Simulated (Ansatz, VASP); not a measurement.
# Na: VASP beside Ansatz

The input INCAR:

```
SYSTEM = Na
  ALGO = Normal
  EDIFF = 1E-7
  ENCUT = 520
  GGA = PE
  ISIF = 2
  ISMEAR = 0
  LASPH = .True.
  LCHARG = .True.
  LELF = .True.
  LREAL = .False.
  LVHAR = .True.
  LWAVE = .False.
  NBANDS = 10
  NELM = 100
  PREC = Accurate
  SIGMA = 0.1
```

File KPOINTS:

```
k-points
0
Gamma
  14 14 14
  0 0 0
```

Contents of POSCAR:

```
Na
1.0
   -2.1625308836      2.1625308836      2.1625308836
    2.1625308836     -2.1625308836      2.1625308836
    2.1625308836      2.1625308836     -2.1625308836
Na
1
Direct
    0.0000000000      0.0000000000      0.0000000000
```

Input for Ansatz:

```yaml
crystal:
  lattice:
    - [-2.1625308836, 2.1625308836, 2.1625308836]
    - [2.1625308836, -2.1625308836, 2.1625308836]
    - [2.1625308836, 2.1625308836, -2.1625308836]
  atoms:
    - { symbol: Na, position: [0.0, 0.0, 0.0] }
basis:
  ecutwfc: 420
kpoints:
  mp_grid: { grid: [14, 14, 14] }
hamiltonian:
  xc: pbe
scf:
  occupations: { method: gaussian, width: 0.1 }
output:
  forces: true
  stress: true
  eigenvalues: true
```

Alike in both runs: task single point; functional PBE; k mesh 14 × 14 × 14; occupations gaussian, width 0.1 eV; no spin polarisation.

|  | VASP | Ansatz |
| --- | --- | --- |
| version | VASP 6.6.1 | Ansatz 0.2.0 |
| potentials or method | VASP PAW PBE potentials, release 64 (Na_pv) | scalar-relativistic, plane waves, PAW |
| plane-wave cutoff (eV) | 520 | 420 |
| valence electrons in the cell | 7 | 9 |

```csv
,VASP,Ansatz,Ansatz less VASP
gap on the k mesh at the Fermi level (eV),none,none,-
pressure (GPa),-0.6,-0.6,+0.01
```

A gap of «none» marks a metal or a gap that the smearing closes. The two sets of potentials don't hold the same shells in valence.
